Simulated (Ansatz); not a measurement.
# CdO (Monteponite) under changes of volume

One of the cells (12.970 Å³/atom); the others are scaled copies at fixed shape and fractional positions:

```
CELL_PARAMETERS angstrom
0.00000 2.34950 2.34950
2.34950 0.00000 2.34950
2.34950 2.34950 0.00000
ATOMIC_POSITIONS crystal
Cd 0.00000 0.00000 0.00000
O 0.50000 0.50000 0.50000
```

```yaml
Program: Ansatz 0.2.0
Functional: revPBE
Dispersion: D3(BJ)
Potentials_or_basis: Ansatz PAW
Cutoff: "420 eV (not typed: the program's choice for these potentials)"
k_mesh: 10 × 10 × 10
Occupations: fermi-dirac, width 0.05 eV
Spin: no spin polarisation
```

```tsv
volume (Å³/atom)	energy over the lowest point (meV/atom)	pressure (GPa)
12.191	37.06	12.7
12.451	19.68	8.9
12.710	8.09	5.5
12.970	1.71	2.5
13.229	0.00	-0.3
13.488	?	?
13.748	8.50	-4.8
```

Q: What does the run at 13.488 Å³/atom give?

A: Energy over the lowest point 2.37 meV/atom; pressure -2.7 GPa.

Worked out: A Birch-Murnaghan fit of order 3 (a polynomial in V^(-2/3)) to the other rows has its minimum at 13.20 Å³/atom with B0 = V·E''(V) = 132 GPa and B' = 4.7. It gives 2.38 meV/atom at 13.488 Å³/atom, against the run's 2.37, and -dE/dV = -2.7 GPa, against -2.7.

Energies are extrapolated to zero smearing.

Caveats: pairwise dispersion overbinds metals, which lowers pressure and volume; the PAW data sets come from PBE, with cores solved anew for the run's functional, which leaves a small shift of forces and pressure.
